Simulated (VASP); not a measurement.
SnTe: equation of state with LDA

SnTe:

```
Te Sn
1.0
     0.00000    3.50601    3.50601
     3.50601    0.00000    3.50601
     3.50601    3.50601    0.00000
Te Sn
1 1
Direct
  0.25000 0.25000 0.25000
  0.00000 0.00000 0.00000
```

Measurements of this composition are mostly on another form, of space group No. 225.

```json
{
 "Program": "VASP 6.6.1",
 "Task": "equation of state",
 "Functional": "LDA",
 "Potentials or basis": "VASP PAW LDA potentials, release 64 (Te, Sn_d)",
 "Cutoff": "520 eV",
 "k mesh": "6 × 6 × 6",
 "Occupations": "gaussian, width 0.02 eV",
 "Spin": "no spin polarisation"
}
```

The equilibrium volume is 43.07 Å³/atom (rough: see the caveat) and the bulk modulus is 28 GPa (rough).

Energy against volume, from the lowest point:
| volume (Å³/atom) | energy (meV/atom) |
| --- | --- |
| 41.373 | 6.55 |
| 42.234 | 1.50 |
| 43.096 | 0.00 |
| 43.958 | 1.50 |
| 44.820 | 5.48 |

All runs of the series together: 86 s on 1 thread of Intel(R) Xeon(R) Platinum 8259CL CPU @ 2.50GHz (Skylake/Cascade Lake) (shared host).

Caveat: the fit is doubtful: noisy points or a state that changes with volume. Spin-orbit coupling is left out, which matters for the levels of Te.
